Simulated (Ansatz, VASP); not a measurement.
Si in VASP and in Ansatz

```
Si
1.0
     0.00000    2.70097    2.70097
     2.70097    0.00000    2.70097
     2.70097    2.70097    0.00000
Si
2
Direct
  0.50000 0.50000 0.50000
  0.75000 0.75000 0.75000
```

Alike in both runs: task single point; functional LDA; k mesh 12 × 12 × 12; occupations gaussian, width 0.05 eV; no spin polarisation.

|  | VASP | Ansatz |
| --- | --- | --- |
| version | VASP 6.6.1 | Ansatz 0.2.0 |
| potentials or method | VASP PAW LDA potentials, release 64 (Si) | scalar-relativistic, plane waves, PAW |
| plane-wave cutoff (eV) | 520 | 420 |
| valence electrons in the cell | 8 | 8 |

```tsv
	VASP	Ansatz	Ansatz less VASP
gap on the k mesh at the Fermi level (eV)	0.44	0.44	+0.002
least direct gap on the mesh (eV)	2.53	2.53	+0.002
pressure (GPa)	0.0	0.0	-0.04
```
